**Q:** I think of pressure as something I apply to a crystal. Here somebody chose the volume first and calculated the pressure afterwards. How should I read such a table?

**A:** Each row is a bulk crystal of SnO in the cubic zincblende structure, held at a fixed volume. The pressure is what you would have to apply from outside to keep it there. A negative value means that the crystal is stretched and would shrink if you let go. The shortest distance is the length of the bond between tin and oxygen.

Cubic zincblende SnO at fixed volumes, calculated with Ansatz 0.2.0 using PBE, PAW, a plane-wave cutoff of 420 eV, an 8×8×8 k mesh and Fermi–Dirac smearing of 0.02 eV, without spin polarisation or spin–orbit coupling. The cells are scaled uniformly from the one relaxed with r2SCAN; positive pressure means compression.

```
volume (Å³/atom)  shortest distance (Å)  pressure (GPa)
          16.837                  2.220          17.080
          17.030                  2.228          15.730
          17.640                  2.254          11.850
          19.863                  2.345           2.390
          20.163                  2.357           1.430
          20.556                  2.372           0.190
          20.986                  2.389          -1.060
```

**Q:** The pressure drops as the cell grows, which is no surprise. But the drops are very uneven, and the largest one sits in the middle of the table. Does something happen to the crystal there?

**A:** No, that step is simply much wider than the others. Divide each drop by the change in volume and most of the irregularity disappears: the fall per Å³ becomes weaker at every step. It starts at 7.0 GPa for each Å³ per atom and ends at 2.9, though it hardly changes across the row at 20.163 Å³ per atom, a small unevenness that may be numerical. The crystal is therefore stiff when compressed and softer when expanded, and that bend is what needs explaining.

**Q:** How much does the bend matter? For a small change I would draw a straight line and be done.

**A:** For a small change you may. To see where the line fails, take its slope from the two largest cells, 2.907 GPa per Å³, and carry it down to the smallest cell, which had no part in setting it. The volume shrinks by 20.986 − 16.837 = 4.149 Å³ per atom, so the pressure should rise by 2.907 × 4.149 = 12.1 GPa. Starting from −1.1 GPa, that gives 11.0 GPa.

The calculation gives 17.1 GPa, so the straight line misses about a third of the pressure. That third is the effect of stiffening. Engineers express the same thing by the bulk modulus, the pressure needed per fractional change of volume. It is about 60 GPa between the two largest cells and about 118 GPa between the two smallest.

**Q:** Where does the pressure come from in the first place? Nothing in a crystal at rest is hitting a wall.

**A:** It comes from the energy. If squeezing the crystal costs energy, the crystal pushes back, and the pressure is the energy cost per volume removed. The total energies of these runs bear this out: between 19.863 and 20.163 Å³ per atom their difference corresponds to 1.93 GPa, and the mean of the two pressures in the table is 1.91 GPa. In the wide step in the middle the two differ more, 6.5 against 7.1 GPa, because the pressure curve sags between its ends and the plain mean comes out too high. So the question becomes why squeezing costs energy, and why each further Å³ costs more.

**Q:** And why does it? Bringing tin and oxygen closer together should strengthen their attraction.

**A:** It does, and that is half of the story. The other half is that electrons resist being confined. Electrons in a smaller space have shorter waves and therefore more kinetic energy. In addition, the Pauli principle keeps the filled shells of neighbouring atoms from sharing the same states, so their overlap raises the kinetic energy further.

A simple picture shows which side wins. The kinetic energy of an electron in a box of width L grows as 1/L², while the attraction between opposite charges grows only as 1/L. At one particular volume the push and the pull balance, and the pressure is zero. Make the cell smaller and both increase, but the push increases faster, so the surplus grows more and more steeply.

**Q:** That is a pleasing argument, but can you see it in the calculation?

**A:** To a good extent. Compare the cell at 20.556 Å³ per atom, which is almost free of pressure, with the one at 17.030. For each pair of tin and oxygen atoms, the kinetic energy of the smooth electron waves rises by 5.6 eV. All other parts of the energy together fall by 5.3 eV. What remains is a cost of only 0.3 eV. Divided by the volume removed, that small remainder gives the average pressure along the way.

The stiffening can be followed in the same way if each part is converted into a pressure. From the interval between 20.556 and 19.863 Å³ per atom to the one between 19.863 and 17.030, the kinetic push grows by about 23 GPa. The opposing pull grows by only about 16 GPa. The difference, roughly 7 GPa, is the extra resistance of the compressed crystal. Close to zero pressure the picture fits less well. If the first interval is split at the row at 20.163 Å³ per atom, the kinetic push falls by about 1 GPa from the larger-volume part to the smaller, and the pressure rises only because the pull weakens by about 2 GPa. So these parts show the push outgrowing the pull under strong compression, but not at every step.

**Q:** Are those parts real quantities, which I could measure one by one?

**A:** No. The method describes the electrons by smooth waves plus corrections close to each nucleus, and those corrections contain some kinetic energy as well. Another method would divide the same total differently. The total cost does not depend on that division, and neither does its steepening. That confinement and Pauli repulsion lie behind it is an interpretation from theory, which this division supports but does not prove.

**Q:** One row still bothers me. I understand that 19.863 Å³ per atom is the relaxed cell from which the others were made. Why is it under 2.4 GPa?

**A:** Because it was relaxed with a different density functional, r2SCAN, and the pressures were calculated with PBE. Each functional has its own balance of push and pull, and PBE places it at a larger volume. A straight line between the last two rows puts zero pressure at 20.6 Å³ per atom, nearly 4% above the r2SCAN cell. The 2.4 GPa therefore measures a disagreement between two functionals, not a strain left in the material.

**Q:** Can I use this stiffness for the tin monoxide powder on my shelf?

**A:** I would not. Your powder is almost certainly the ordinary layered form, in which lone pairs of electrons on tin face the gaps between the layers. Squeezing it first closes those soft gaps, so it should give way easily at the start and stiffen strongly later. In the cubic form the three cube axes are equivalent and the bond angles are fixed. A volume loss of 20% can then only come from shortening every bond by 7%.

The same symmetry also makes the forces on the atoms vanish, so their absence does not show that the cubic form is stable.

**Q:** Is the cubic form at least the same kind of material from one end of the table to the other?

**A:** In this calculation, yes. Filled and empty bands overlap by 0.18 to 0.19 eV in every row, which makes each one a semimetal, so the rows can be read as one trend. The overlap itself deserves less trust, since PBE tends to place filled and empty bands too close together. The k mesh may also be coarse for such small pockets of electrons and holes, and spin-orbit coupling was left out. A better treatment might change the overlap or remove it, but none of this has been tested here. The printed output below lists the stiffness step by step and the parts of the energy.

Output of the analysis:

```
Steps from the row before to this row:
     row  middle volume (Å³/atom)  pressure fall (GPa per Å³/atom)  bulk modulus (GPa)  mean of end pressures (GPa)  pressure from energies (GPa)
   17.03                    16.93                            6.995               118.4                        16.41                         16.44
   17.64                    17.34                            6.361               110.3                        13.79                         13.72
  19.863                    18.75                            4.256                79.8                         7.12                         6.508
  20.163                    20.01                              3.2               64.04                         1.91                         1.925
  20.556                    20.36                            3.155               64.24                         0.81                        0.8174
  20.986                    20.77                            2.907               60.38                       -0.435                       -0.4695
Volume lost from largest to smallest cell (%): 19.77
Bond length lost from largest to smallest cell (%): 7.074
Bulk modulus of the first step over that of the last: 1.962
Pressure of smallest cell if the last slope held throughout (GPa): 11
Computed pressure of smallest cell above that estimate (GPa): 6.079
Volume of zero pressure by straight line between last two rows (Å³/atom): 20.62
Zero-pressure volume above the unstrained r2SCAN cell (%): 3.818
Smooth kinetic energy change from 20.556 to 17.030 (eV per cell): 5.61
Electrostatic change with local potential from 20.556 to 17.030 (eV per cell): -2.305
Smooth exchange-correlation change from 20.556 to 17.030 (eV per cell): -1.059
On-site and projector change from 20.556 to 17.030 (eV per cell): -1.95
Total energy change from 20.556 to 17.030 (eV per cell): 0.2963
Smooth kinetic share of pressure between 20.556 and 19.863 (GPa): 108.9
All other shares together between 20.556 and 19.863 (GPa): -107.6
Smooth kinetic share of pressure between 19.863 and 17.030 (GPa): 132
All other shares together between 19.863 and 17.030 (GPa): -123.9
Smallest overlap of valence and conduction bands (eV): 0.1831
Largest overlap of valence and conduction bands (eV): 0.1916
```
